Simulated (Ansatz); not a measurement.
TiO2 (Anatase):

```
CELL_PARAMETERS angstrom
-1.89210 1.89210 4.75730
1.89210 -1.89210 4.75730
1.89210 1.89210 -4.75730
ATOMIC_POSITIONS crystal
Ti 0.75000 0.25000 0.50000
Ti 0.00000 0.00000 0.00000
O 0.79190 0.79190 0.00000
O 0.54190 0.04190 0.50000
O 0.95810 0.45810 0.50000
O 0.20810 0.20810 0.00000
```

```yaml
Program: Ansatz 0.2.0
Task: relaxation of cell and atoms
Functional: revPBE
Potentials_or_basis: Ansatz PAW
Cutoff: "420 eV (not typed: the program's choice for these potentials)"
k_mesh: 10 × 10 × 10
Occupations: fermi-dirac, width 0.05 eV
Spin: no spin polarisation
```

At the start: volume 11.35 Å³/atom.

How do energy, volume and symmetry change on relaxing?

It ends after 10 steps and the volume is 11.87 Å³/atom (+4.5 %); space group I4_1/amd (No. 141, to 0.05 Å).

Step by step:
| step | energy change (eV) | largest force (eV/Å) | volume (Å³) |
| --- | --- | --- | --- |
| 1 | 0.0000 | 0.1506 | 68.13 |
| 2 | -0.0579 | 0.0416 | 70.09 |
| 3 | -0.0620 | 0.0065 | 70.97 |
| 4 | -0.0619 | 0.0048 | 71.04 |
| 5 | -0.0621 | 0.0050 | 71.03 |
| 6 | -0.0765 | 0.0045 | 71.03 |
| 7 | -0.0762 | 0.0003 | 71.20 |
| 8 | -0.0768 | 0.0003 | 71.20 |
| 9 | -0.0768 | 0.0001 | 71.22 |
| 10 | -0.0769 | 0.0001 | 71.22 |

Final structure:
```
Ti O
1.0
    -1.90851    1.90851    4.88791
     1.90851   -1.90851    4.88791
     1.90851    1.90851   -4.88791
Ti O
2 4
Direct
  0.75000 0.25000 0.50000
  0.00000 0.00000 0.00000
  0.79409 0.79409 0.00000
  0.54409 0.04409 0.50000
  0.95591 0.45591 0.50000
  0.20591 0.20591 0.00000
```

Caveat: the plane-wave basis is chosen anew once the cell has moved, so the energies of steps on either side of that aren't comparable; the pressure holds a Pulay correction of +0.6 GPa for the finite cutoff; the PAW data sets come from PBE, with cores solved anew for the run's functional, which leaves a small shift of forces and pressure.
